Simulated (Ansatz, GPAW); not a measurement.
# 1T-SiSTe under honeycomb MgO, AA in an electric field, part 2 of 3

Aim: the dipole that a field along the normal induces in 1T-SiSTe under honeycomb MgO, AA.

GPAW 26.7.0 and Ansatz 0.2.0; Ansatz plane waves; layer without images along its normal, relaxation of atoms and in-plane cell, with D3(BJ) dispersion (the session's first sound run).

So far. Step 2 (Relaxation): The relaxation lowered the energy of the cell by 2.41 eV.

### Step 3. Plane waves, PBE

With the geometry fixed, the planar mean of the potential gives the vacuum level on each side.

This step: GPAW, PAW setups; slab in vacuum (GPAW 26.7.0).

The cell differs from the one that the last finished run ended in (c 34.310 → 21.966 Å).

Input file run.py:

```python
import json
import numpy as np
from ase import Atoms
from gpaw import GPAW, PW

slab = Atoms(
    ['Te', 'Si', 'S', 'O', 'Mg'],
    positions=[
        [1.70372, 0.98364, 8.00000],
        [0.00000, -0.00000, 9.79693],
        [0.00000, 1.96728, 11.04741],
        [1.70372, 0.98364, 13.96623],
        [0.00000, 1.96728, 13.93541]],
    cell=[[3.40743, -0.0, 0.0], [-1.70372, 2.95092, -0.0], [0.0, 0.0, 21.9662]],
    pbc=[True, True, False])

slab.calc = GPAW(mode=PW(500), xc='PBE', kpts={'size': (12, 12, 1), 'gamma': True},
                 occupations={'name': 'fermi-dirac', 'width': 0.05}, nbands='200%',
                 convergence={'density': 1e-05}, maxiter=200,
                 poissonsolver={'dipolelayer': 'xy'},
                 symmetry={'tolerance': 1e-3}, txt='slab.txt')
result = {}
energy = slab.get_potential_energy()
fermi = slab.calc.get_fermi_level()
v = slab.calc.get_electrostatic_potential().mean((0, 1)) - fermi
n = slab.calc.get_pseudo_density().mean((0, 1))
L = slab.cell[2, 2]
z = np.arange(len(v)) * L / len(v)
low, high = slab.positions[:, 2].min(), slab.positions[:, 2].max()
below, above = np.interp([low - 5.8, high + 5.8], z, v)
slopes = [np.interp(x, z, np.gradient(v, z)) for x in (low - 5.8, high + 5.8)]
eps = np.array([[slab.calc.get_eigenvalues(k, s) for k in range(len(slab.calc.get_ibz_k_points()))]
                for s in range(slab.calc.get_number_of_spins())]) - fermi
top, bottom = eps[eps < 0].max(), eps[eps > 0].min()
dipole = slab.get_dipole_moment()[2]
print(f'energy {energy:.4f} eV, Fermi level {fermi:.4f} eV, dipole {dipole:.5f} e A')
print(f'potential 5.8 A off the faces, from the Fermi level: lower {below:.4f} eV, upper {above:.4f} eV')
print(f'slope of the potential there: lower {slopes[0]:.5f}, upper {slopes[1]:.5f} eV/A')
print(f'nearest levels on the mesh: {top:.4f} and {bottom:.4f} eV')
print('magnetic moment', round(slab.get_magnetic_moment(), 3))
result.update(energy=energy, fermi=fermi, dipole=dipole, below=below, above=above, slopes=slopes, edges=[top, bottom],
              z=z.tolist(), v=v.tolist(), n=n.tolist(), positions=slab.positions.tolist(),
              forces=slab.get_forces(apply_constraint=False).tolist(), moments=slab.get_magnetic_moments().tolist())
json.dump(result, open('result.json', 'w'))
```

On the command line:

```
$ OMP_NUM_THREADS=1 OPENBLAS_NUM_THREADS=1 python run.py
```

The log of the run:

```text
energy -23.7533 eV, Fermi level -0.1737 eV, dipole -0.04705 e A
potential 5.8 A off the faces, from the Fermi level: lower 4.0269 eV, upper 4.8603 eV
slope of the potential there: lower -0.00066, upper -0.00072 eV/A
nearest levels on the mesh: -0.0809 and 0.0376 eV
magnetic moment 0.0
```

Wall time 54 s (1 thread of Intel Xeon 6975P-C (Granite Rapids), shared host); peak memory 0.29 GiB.

Numbers from this step:

```yaml
dipole_along_the_normal: -0.04705 e·Å
levels_nearest_the_fermi_level_on_the_mesh: -0.08092, 0.03765 eV from the Fermi level
upper_work_function: 4.860 eV
lower_work_function: 4.027 eV
```

Electrostatic potential energy of an electron (without an applied field's), less the Fermi level, planar mean against z:

```
z (Å)  electrostatic potential energy of an electron (without an applied field's), less the Fermi level, planar mean (eV)
  0.0                                                                                                                4.44
  0.5                                                                                                                4.03
  1.0                                                                                                                4.03
  1.5                                                                                                                4.03
  2.0                                                                                                                4.03
  2.5                                                                                                                4.03
  3.0                                                                                                                4.03
  3.5                                                                                                                4.03
  4.0                                                                                                                4.03
  4.5                                                                                                                4.02
  5.0                                                                                                                4.01
  5.5                                                                                                                3.97
  6.0                                                                                                                3.78
  6.5                                                                                                                3.01
  7.0                                                                                                              -0.140
  7.5                                                                                                               -10.7
  8.0                                                                                                               -23.0
  8.5                                                                                                               -11.4
  9.0                                                                                                               -4.14
  9.5                                                                                                               -10.1
 10.0                                                                                                               -12.3
 10.5                                                                                                               -8.72
 11.0                                                                                                               -17.4
 11.5                                                                                                               -5.57
 12.0                                                                                                                2.36
 12.5                                                                                                                3.82
 13.0                                                                                                                2.60
 13.5                                                                                                               -3.62
 14.0                                                                                                               -14.5
 14.5                                                                                                               -1.46
 15.0                                                                                                                3.35
 15.5                                                                                                                4.47
 16.0                                                                                                                4.76
 16.5                                                                                                                4.83
 17.0                                                                                                                4.85
 17.5                                                                                                                4.86
 18.0                                                                                                                4.86
 18.5                                                                                                                4.86
 19.0                                                                                                                4.86
 19.5                                                                                                                4.86
 20.0                                                                                                                4.86
 20.5                                                                                                                4.86
 21.0                                                                                                                4.86
 21.5                                                                                                                4.86
```

Pseudo valence density, planar mean against z:

```
z (Å)  pseudo valence density, planar mean (e/Å³)
  4.5                                      1.5e-4
  5.0                                      6.4e-4
  5.5                                     0.00262
  6.0                                      0.0113
  6.5                                      0.0466
  7.0                                       0.163
  7.5                                       0.323
  8.0                                       0.125
  8.5                                       0.364
  9.0                                       0.316
  9.5                                       0.237
 10.0                                       0.270
 10.5                                       0.446
 11.0                                       0.379
 11.5                                       0.335
 12.0                                       0.132
 12.5                                      0.0517
 13.0                                      0.0916
 13.5                                       0.652
 14.0                                        1.90
 14.5                                       0.408
 15.0                                      0.0664
 15.5                                      0.0161
 16.0                                     0.00414
 16.5                                     0.00108
 17.0                                      2.9e-4
 17.5                                      7.7e-5
```

Force by atom:

```
atom  x (eV/Å)  y (eV/Å)  z (eV/Å)   size
 Te1     0.000     0.000    -0.118  0.118
 Si2     0.000     0.000    -0.089  0.089
  S3     0.000     0.000     0.062  0.062
  O4     0.000     0.000     0.008  0.008
 Mg5     0.000     0.000     0.110  0.110
```

The potential is flat to 7.2e-4 eV/Å where it is read, so the vacuum is wide enough. The geometry is the other program's minimum (found with a dispersion term); here the largest force on a free atom is 0.12 eV/Å.

### Step 4. In a field

A uniform field along the normal polarises the slab; the atoms stay fixed, so this is the electronic response alone.

Edit run.py of step 3 so:

```diff
@@ -4,2 +4,3 @@
 from gpaw import GPAW, PW
+from gpaw.external import ConstantElectricField
 
@@ -20,2 +21,3 @@
                  poissonsolver={'dipolelayer': 'xy'},
+                 external=ConstantElectricField(-0.2, [0, 0, 1]),
                  symmetry={'tolerance': 1e-3}, txt='slab.txt')
```

The log of the run:

```text
energy -23.7715 eV, Fermi level -0.1231 eV, dipole -0.13566 e A
potential 5.8 A off the faces, from the Fermi level: lower 3.1583 eV, upper 5.6013 eV
slope of the potential there: lower -0.00116, upper -0.00121 eV/A
nearest levels on the mesh: -0.0870 and 0.0372 eV
magnetic moment 0.0
```

Elapsed: 2.5 min, on 1 thread; peak memory 0.61 GiB.

This step gave:

```
dipole along the normal                                         : -0.1357 e·Å
levels nearest the Fermi level on the mesh                      : -0.08701, 0.03721 eV from the Fermi level
potential below the slab, the applied field's own ramp left out : 3.158 eV from the Fermi level
potential above the slab, the applied field's own ramp left out : 5.601 eV from the Fermi level
```

Electrostatic potential energy of an electron (without an applied field's), less the Fermi level, planar mean against z:

z (Å), electrostatic potential energy of an electron (without an applied field's), less the Fermi level, planar mean (eV) and a bar from the least value:
```
      0.0        4.4 #############################
      0.5        3.2 ###########################
      1.0        3.2 ###########################
      1.5        3.2 ###########################
      2.0        3.2 ###########################
      2.5        3.2 ###########################
      3.0        3.2 ###########################
      3.5        3.2 ###########################
      4.0        3.2 ###########################
      4.5        3.2 ###########################
      5.0        3.1 ###########################
      5.5        3.1 ###########################
      6.0        2.9 ###########################
      6.5        2.2 ##########################
      7.0       -0.9 #######################
      7.5      -11.4 #############
      8.0      -23.6 
      8.5      -11.9 ############
      9.0       -4.5 ####################
      9.5      -10.3 ##############
     10.0      -12.4 ###########
     10.5       -8.8 ###############
     11.0      -17.4 ######
     11.5       -5.5 ###################
     12.0        2.5 ###########################
     12.5        4.1 ############################
     13.0        2.9 ###########################
     13.5       -3.2 #####################
     14.0      -14.0 ##########
     14.5       -0.9 #######################
     15.0        4.0 ############################
     15.5        5.2 ##############################
     16.0        5.5 ##############################
     16.5        5.6 ##############################
     17.0        5.6 ##############################
     17.5        5.6 ##############################
     18.0        5.6 ##############################
     18.5        5.6 ##############################
     19.0        5.6 ##############################
     19.5        5.6 ##############################
     20.0        5.6 ##############################
     20.5        5.6 ##############################
     21.0        5.6 ##############################
     21.5        5.6 ##############################
```

Force by atom:

```
atom  x (eV/Å)  y (eV/Å)  z (eV/Å)   size
 Te1     0.000     0.000    -0.115  0.115
 Si2     0.000     0.000    -0.108  0.108
  S3     0.000     0.000     0.074  0.074
  O4     0.000     0.000     0.089  0.089
 Mg5     0.000     0.000     0.032  0.032
```

The dipole is now -0.136 e Å, against -0.047 in the run without a field.

### Step 5. Field on

Edit run.py of step 4 so:

```diff
@@ -21,3 +21,3 @@
                  poissonsolver={'dipolelayer': 'xy'},
-                 external=ConstantElectricField(-0.2, [0, 0, 1]),
+                 external=ConstantElectricField(-0.1, [0, 0, 1]),
                  symmetry={'tolerance': 1e-3}, txt='slab.txt')
```

The log of the run:

```text
energy -23.7602 eV, Fermi level -0.1486 eV, dipole -0.09101 e A
potential 5.8 A off the faces, from the Fermi level: lower 3.5918 eV, upper 5.2313 eV
slope of the potential there: lower -0.00091, upper -0.00097 eV/A
nearest levels on the mesh: -0.0840 and 0.0375 eV
magnetic moment 0.0
```

Run time: 3.1 min. Hardware: 1 thread; peak memory 0.61 GiB.

This step gave:

| Item | Value |
| --- | --- |
| dipole along the normal | -0.09101 e·Å |
| levels nearest the Fermi level on the mesh | -0.08396, 0.03751 eV from the Fermi level |
| potential below the slab, the applied field's own ramp left out | 3.592 eV from the Fermi level |
| potential above the slab, the applied field's own ramp left out | 5.231 eV from the Fermi level |

The electrostatic potential energy of an electron (without an applied field's), less the Fermi level, planar mean oscillates, so the rows of the table below give means over windows of 1 Å about each position, cut where the curve ends. Its maxima inside the range that stand out by 2 % of the span (Å: eV): 9.0: -4.30, 10.4: -8.42, 12.5: 3.95, 20.5: 5.23. Its minima: 8.0: -23.4, 9.8: -13.6, 11.0: -17.4, 13.9: -14.3.

Table of electrostatic potential energy of an electron (without an applied field's), less the Fermi level, planar mean by z; means over each step:

z (Å), electrostatic potential energy of an electron (without an applied field's), less the Fermi level, planar mean (eV) and a bar from the least value:
```
        0        3.9 ############################
        1        3.6 ############################
        2        3.6 ############################
        3        3.6 ############################
        4        3.6 ############################
        5        3.6 ############################
        6        3.3 ############################
        7       -1.8 #####################
        8      -18.6 
        9       -6.6 ###############
       10      -11.2 #########
       11      -12.8 #######
       12        1.4 #########################
       13        2.0 ##########################
       14       -8.8 ############
       15        3.1 ###########################
       16        5.1 ##############################
       17        5.2 ##############################
       18        5.2 ##############################
       19        5.2 ##############################
       20        5.2 ##############################
       21        5.2 ##############################
```

Force by atom:

```
atom  x (eV/Å)  y (eV/Å)  z (eV/Å)   size
 Te1     0.000     0.000    -0.116  0.116
 Si2     0.000     0.000    -0.098  0.098
  S3     0.000     0.000     0.068  0.068
  O4     0.000     0.000     0.048  0.048
 Mg5     0.000     0.000     0.071  0.071
```

The dipole is now -0.0910 e Å, against -0.047 in the run without a field.

### Step 6. Field on

Edit run.py of step 5 so:

```diff
@@ -21,3 +21,3 @@
                  poissonsolver={'dipolelayer': 'xy'},
-                 external=ConstantElectricField(-0.1, [0, 0, 1]),
+                 external=ConstantElectricField(-0.05, [0, 0, 1]),
                  symmetry={'tolerance': 1e-3}, txt='slab.txt')
```

The log of the run:

```text
energy -23.7562 eV, Fermi level -0.1612 eV, dipole -0.06862 e A
potential 5.8 A off the faces, from the Fermi level: lower 3.8092 eV, upper 5.0457 eV
slope of the potential there: lower -0.00078, upper -0.00084 eV/A
nearest levels on the mesh: -0.0824 and 0.0376 eV
magnetic moment 0.0
```

Run time: 3.1 min. Hardware: 1 thread; peak memory 0.61 GiB.

(Part 2 of 3 ends here.)

[Logs are printed without paths, hosts, clocks, repeated set-up lines and the standing remarks that a program may print on its own settings, such as how far it seeks lower states.]

[Hosts, paths, dates, database ids (printed as entryN), source tags and the programs' standing remarks are cut or masked in the printed files.]
